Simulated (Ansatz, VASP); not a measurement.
# Two plane-wave programs on W

```xyz
1
Lattice="0.0000 2.0387 2.0387 2.0387 0.0000 2.0387 2.0387 2.0387 0.0000" Properties=species:S:1:pos:R:3 pbc="T T T"
W     0.0000    0.0000    0.0000
```

Alike in both runs: task single point; functional LDA; k mesh 15 × 15 × 15; occupations fermi-dirac, width 0.1 eV; no spin polarisation.

```csv
,VASP,Ansatz
version,VASP 6.6.1,Ansatz 0.2.0
potentials or method,"VASP PAW LDA potentials, release 64 (W_sv)","plane waves (420 eV) with PAW, scalar-relativistic"
plane-wave cutoff (eV),520,420
valence electrons in the cell,14,14
```

|  | VASP | Ansatz | Ansatz less VASP |
| --- | --- | --- | --- |
| pressure (GPa) | -19.5 | -20.8 | -1.32 |

Ansatz warned: «pseudo_functional_mismatch».

Caveats: so large a pressure means that the cell lies far from this level's equilibrium, or that cutoff or potentials fall short (VASP). The runs have no spin-orbit coupling, so splittings on W are missing.
